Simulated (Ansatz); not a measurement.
Structures of Te2Mo: which is lowest?

Plane-wave DFT in Ansatz with scalar-relativistic PAW potentials, cutoff 500 eV, Γ-centred meshes chosen by cell and gap, Gaussian smearing with energies taken to zero width. Every cell was relaxed (cell and atoms) in a run of its own, within the symmetry of its start. Functional: r2SCAN.

Relaxed structures (starts from databases or built by putting these elements on another compound's sites):
A. P6_3/mmc, 6 atoms in the computed cell, a = 3.563 Å, c = 14.732 Å; sites (symmetry × multiplicity) Te 3m. × 4, Mo -6m2 × 2; start: database
B. P-6m2, 3 atoms in the computed cell, a = 3.561 Å, c = 17.524 Å; sites (symmetry × multiplicity) Te 3m. × 2, Mo -6m2 × 1; start: database
C. P2_1/m, 12 atoms in the computed cell, a = 6.343 Å, b = 3.496 Å, c = 14.922 Å, β = 91.1°; sites (symmetry × multiplicity) Te m × 2 + m × 2 + m × 2 + m × 2, Mo m × 2 + m × 2; start: database

Problem. Rank them by energy. Could pressure change the order?

Solution.
```csv
structure,group,E − E(lowest) (meV/atom),V (Å³/atom),gap on mesh (eV)
A,P6_3/mmc,0.0,27.00,1.06
C,P2_1/m,11.9,27.57,0.00
B,P-6m2,20.5,64.16,1.12
```

A is lowest, 12 meV/atom under C. The lowest is also the densest of these, so pressure wouldn't bring one of the others in at first order. Other structures may lie lower than all of these, and vibrations aren't counted.

Spin-orbit coupling is left out, which matters for the bands of heavy elements. Each cell of Te2Mo holds layers, and where no dispersion correction was added their binding is poorly described.